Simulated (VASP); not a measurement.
# A VASP 6.6.1 single-point calculation on GaSb

INCAR

```
ENCUT = 520
LREAL = .FALSE.
GGA = PE
NBANDS = 16
NSW = 0
LCHARG = .FALSE.
SIGMA = 0.02
NELM = 120
ISIF = 2
LASPH = .TRUE.
ISMEAR = -1
EDIFF = 1E-7
PREC = Accurate
IBRION = -1
LWAVE = .FALSE.
MAXMIX = 10
```

KPOINTS

```
KPOINTS created by Atomic Simulation Environment
0
Gamma
8 8 8
0 0 0
```

POSCAR

```
Ga Sb
 1.0000000000000000
     0.0000000000000000    3.0508559941000000    3.0778970451999998
     3.0508559941000000    0.0000000000000000    3.0778970451999998
     3.0508559941000000    3.0508559941000000    0.0000000000000000
 Ga  Sb
   1   1
Cartesian
  0.0000000000000000  0.0000000000000000  0.0000000000000000
  1.5254279970499998  1.5254279970499998  1.5389485225999999
```

The recommended PBE PAW datasets give the neutral cell 18 valence electrons.

Command

```
mpirun -np 1 vasp_std
```

OSZICAR

```
N       E                     dE             d eps       ncg     rms          rms(c)
DAV:   1     0.815056507803E+02    0.81506E+02   -0.85912E+03  1896   0.139E+03
DAV:   2    -0.104460007466E+01   -0.82550E+02   -0.79834E+02  2240   0.300E+02
DAV:   3    -0.729212459344E+01   -0.62475E+01   -0.62345E+01  2344   0.646E+01
DAV:   4    -0.739849657083E+01   -0.10637E+00   -0.10636E+00  2336   0.944E+00
DAV:   5    -0.740103120272E+01   -0.25346E-02   -0.25346E-02  2448   0.129E+00    0.318E+00
DAV:   6    -0.735771965932E+01    0.43312E-01   -0.62568E-02  2752   0.390E+00    0.191E+00
DAV:   7    -0.734470445769E+01    0.13015E-01   -0.38224E-02  2104   0.156E+00    0.348E-01
DAV:   8    -0.734568665306E+01   -0.98220E-03   -0.43324E-03  2512   0.748E-01    0.835E-02
DAV:   9    -0.734617356274E+01   -0.48691E-03   -0.67170E-04  2184   0.201E-01    0.330E-02
DAV:  10    -0.734620407427E+01   -0.30512E-04   -0.37663E-05  2520   0.387E-02    0.882E-03
DAV:  11    -0.734622446957E+01   -0.20395E-04   -0.27996E-05  2128   0.347E-02    0.661E-03
DAV:  12    -0.734622517520E+01   -0.70563E-06   -0.13624E-06  2568   0.854E-03    0.659E-04
DAV:  13    -0.734622507610E+01    0.99101E-07   -0.50502E-08  1712   0.221E-03
   1 F= -.73462251E+01 E0= -.73461474E+01  d E =-.155371E-03
```

Standard output (part)

```
POSCAR found type information on POSCAR GaSb
 POSCAR found :  2 types and       2 ions
 LDA part: xc-table for (Slater+PW92), standard interpolation
 POSCAR, INCAR and KPOINTS ok, starting setup
 WAVECAR not read
 entering main loop
```

From OUTCAR

```
k-points           NKPTS =     59   k-points in BZ     NKDIM =     59   number of bands    NBANDS=     16

   NELECT =      18.0000    total number of electrons

   dimension x,y,z NGX =    32 NGY =   32 NGZ =   32
   dimension x,y,z NGXF=    64 NGYF=   64 NGZF=   64

  energy-cutoff  :      520.00
  volume of cell :       57.30
      direct lattice vectors                 reciprocal lattice vectors
     0.000000000  3.050855994  3.077897045    -0.163888430  0.163888430  0.162448579
     3.050855994  0.000000000  3.077897045     0.163888430 -0.163888430  0.162448579
     3.050855994  3.050855994  0.000000000     0.163888430  0.163888430 -0.162448579

 k-points in reciprocal lattice and weights: KPOINTS created by Atomic Simulation Env
   0.00000000  0.00000000  0.00000000       0.002
   0.12500000  0.00000000  0.00000000       0.016
   0.25000000  0.00000000  0.00000000       0.016
   0.37500000 -0.00000000  0.00000000       0.016
   0.50000000  0.00000000  0.00000000       0.008
   0.12500000  0.12500000  0.00000000       0.004
   0.25000000  0.12500000  0.00000000       0.016
   0.37500000  0.12500000  0.00000000       0.016
   ...

 E-fermi :   4.8991

 k-point     1 :       0.0000    0.0000    0.0000
  band No.  band energies     occupation
      1     -10.1720      2.00000
      2     -10.1708      2.00000
      3     -10.1708      2.00000
      4     -10.1222      2.00000
      5     -10.1211      2.00000
      6      -6.6077      2.00000
      7       4.8283      1.94381
      8       4.8800      1.44489
      9       4.8800      1.44488
     10       4.8924      1.16644
     11       7.6302      0.00000
     12       7.6302      0.00000
     13       7.6562      0.00000
     14      10.6689      0.00000
     15      13.3777      0.00000
     16      13.5257      0.00000

 k-point     2 :       0.1250    0.0000    0.0000
  band No.  band energies     occupation
      1     -10.1754      2.00000
      2     -10.1697      2.00000
      3     -10.1690      2.00000
      4     -10.1224      2.00000
      5     -10.1213      2.00000
      6      -6.4479      2.00000
      7       2.8538      2.00000
      8       4.5896      2.00000
      9       4.6300      2.00000
     10       5.8906      0.00000
     11       7.9775      0.00000
     12       7.9887      0.00000
     13       8.2885      0.00000
     14      11.4948      0.00000
     15      12.6071      0.00000
     16      12.7096      0.00000

 k-point     3 :       0.2500    0.0000    0.0000
  band No.  band energies     occupation
      1     -10.1852      2.00000
      2     -10.1657      2.00000
      3     -10.1650      2.00000
      4     -10.1227      2.00000
      5     -10.1214      2.00000
      6      -5.9929      2.00000
      7       0.8379      2.00000
      8       4.1352      2.00000
      9       4.1881      2.00000
     10       5.6669      0.00000
     11       8.4948      0.00000
     12       8.5059      0.00000
     13      10.0594      0.00000
     14      12.0566      0.00000
     15      12.4324      0.00000
     16      12.4632      0.00000

 ...

  Total        0.8919063      0.8919063      0.7590161      0.0000000      0.0000000      0.0000000
  in kB       24.9403368     24.9403368     21.2243329      0.0000000      0.0000000      0.0000000
  external PRESSURE =      23.7016688 kB  Pullay stress =       0.0000000 kB

 POSITION                                       TOTAL-FORCE (eV/Angst)
 -----------------------------------------------------------------------------------
      0.00000      0.00000      0.00000         0.000000      0.000000     -0.000000
      1.52543      1.52543      1.53895        -0.000000     -0.000000      0.000000
 -----------------------------------------------------------------------------------
    total drift:                                0.000001      0.000001      0.000002

  FREE ENERGIE OF THE ION-ELECTRON SYSTEM (eV)
  ---------------------------------------------------
  free  energy   TOTEN  =        -7.3462250761 eV

  energy  without entropy=       -7.3460697048  energy(sigma->0) =       -7.34614739
```

It converged. Results: gap between bands v and c on the k mesh 0.01 eV; least direct gap on the k mesh 0.01 eV; pressure 2.4 GPa. Band v is the last that the valence electrons fill when counted band by band, and c is the next.

For comparison, a separate PBE run of the intended cell, on usual settings and not on those above, gives a gap of 0.01 eV on its mesh and a pressure of 2.4 GPa.

The run above took about 15 s on one core of a shared host (Intel Xeon 6975P-C) and held 0.2 GiB at most.
